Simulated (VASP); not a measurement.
Set up this calculation in VASP 6.6.1, as the native input.

```
Task                   : single point
Functional             : PBE
Potentials or basis    : VASP PAW PBE potentials, release 54 (W_sv)
Cutoff                 : 600 eV
k mesh                 : 7 × 7 × 1
Occupations            : fermi-dirac, width 0.05 eV
Spin                   : no spin polarisation
Dipole correction      : yes
Further INCAR settings : ALGO = Fast; EDIFF = 1e-06
```

The structure of W lies in POSCAR:

```
W
1.0
    2.8708535316      0.0000000000      0.0000000000
    0.0000000000      2.8708535316      0.0000000000
    0.0000000000      0.0000000000     25.1500000000
W
6
Direct
    0.5000000000      0.5000000000      0.2982107356
    0.0000000000      0.0000000000      0.3789264414
    0.5000000000      0.5000000000      0.4596421471
    0.0000000000      0.0000000000      0.5403578529
    0.5000000000      0.5000000000      0.6210735586
    0.0000000000      0.0000000000      0.7017892644
```

The input as run:

INCAR

```
SYSTEM = W
PREC = Accurate ; ENCUT = 600
EDIFF = 1E-6 ; ISMEAR = -1
SIGMA = 0.05 ; LREAL = .False.
LASPH = .True. ; NELM = 60
ALGO = Fast ; ISIF = 2
LWAVE = .False. ; LCHARG = .True.
LDIPOL = .True. ; IDIPOL = 3
DIPOL = 0.5 0.5 0.500 ; GGA = PE
LELF = .True. ; LVHAR = .True.
LVACPOTAV = .True.
```

KPOINTS

```
regular mesh
0
Gamma
  7 7 1
  0 0 0
```

Potentials or basis: VASP PAW PBE potentials, release 54 (W_sv).

Launch:

```sh
$ cat potpaw_PBE.54/W_sv/POTCAR > POTCAR
$ mpirun -np 1 vasp_std > vasp.out
```

Results of the run:

* Largest force: 0.376 eV/Å
* Band gap on the k mesh: none (metal or under the smearing width)
* Work function of the upper face: 4.54 eV
* Work function of the lower face: 4.54 eV

Run time: 4 min on 1 thread of Intel(R) Xeon(R) Platinum 8559C (Emerald Rapids) (shared host), peak memory 0.38 GiB.
